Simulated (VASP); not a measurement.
**From VASP inputs to Ansatz: MgS (rocksalt)**

INCAR

```
LASPH = .TRUE.
LREAL = .FALSE.
ENCUT = 520
EDIFF = 1E-8
LEPSILON = .TRUE.
GGA = PE
ISMEAR = 0
NSW = 0
NBANDS = 11
IBRION = -1
SIGMA = 0.01
ISIF = 2
NELM = 120
LCHARG = .FALSE.
LWAVE = .FALSE.
PREC = Accurate
```

KPOINTS

```
KPOINTS created by Atomic Simulation Environment
0
Gamma
12 12 12
0 0 0
```

POSCAR

```
Mg S
 1.0000000000000000
     0.0000000000000000    2.6015179371121850    2.6015179371121850
     2.6015179371121850   -0.0000000000000000    2.6015179371121850
     2.6015179371121850    2.6015179371121850   -0.0000000000000000
 Mg  S
   1   1
Cartesian
 -0.0000000000000000 -0.0000000000000000  0.0000000000000000
  2.6015179371121850  2.6015179371121850  2.6015179371121850
```

VASP ran with the recommended PBE PAW datasets (8 valence electrons in the cell).

Task: Write an Ansatz input for this cell and level of theory.

Result: 

```yaml
crystal:
  lattice:
    - [0.0, 2.6015179371, 2.6015179371]
    - [2.6015179371, 0.0, 2.6015179371]
    - [2.6015179371, 2.6015179371, 0.0]
  atoms:
    - { symbol: Mg, position: [0.0, 0.0, 0.0] }
    - { symbol: S, position: [0.5, 0.5, 0.5] }
kpoints:
  mp_grid: { grid: [8, 8, 8] }
hamiltonian:
  xc: pbe
scf:
  occupations: { method: fixed }
dielectric: {}
```

Other inputs would serve too.

|  | VASP | Ansatz |
| --- | --- | --- |
| ε∞ with local fields (xx, yy, zz) | 5.37, 5.37, 5.37 | 5.41, 5.41, 5.41 |
| mean Born charge by atom, in the order of the cell | 2.32, -2.32 e | 2.33, -2.33 e |

Each program uses its own PAW datasets. VASP's cell holds 8 valence electrons and Ansatz's 16. Ansatz refines its k mesh for the response by itself, so the meshes differ.
